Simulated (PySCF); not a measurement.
Level of theory: delta-SCF UKS SCAN, pcX-2 on the ionised atom, pcseg-1 elsewhere, spin-free X2C in PySCF. Geometries: PBE0-D3(BJ)/def2-SVP; isolated species, one conformer each. Values against the vacuum level.

(1) Order these sites by rising C 1s binding energy.
A. C2 in `[CH3:1][C:2]1=[CH:3][O:4][GaH2-:5][O+:6]=[CH:7]1`
B. C2 in `[CH2:1]=[CH:2][C:3]#[C:4][CH3:5]`
C. C1 in `[CH:1]1=[CH:2][CH2:3][CH:4]=[CH:5]1`
D. C7 in `[CH3:1][c:2]1[cH:3][p:4][cH:5][cH:6][c:7]1[F:8]`

Results:

(1) C (290.25 eV), A (290.59 eV), B (291.09 eV), D (292.60 eV).

The highest is bonded to F and 2 C (aromatic in the SMILES), the lowest to C (double bond), C and H; the range is 2.35 eV.

2 of these hole states are spin-contaminated (⟨S²⟩ up to 0.92, against 0.75; counted from 0.85) and less certain.
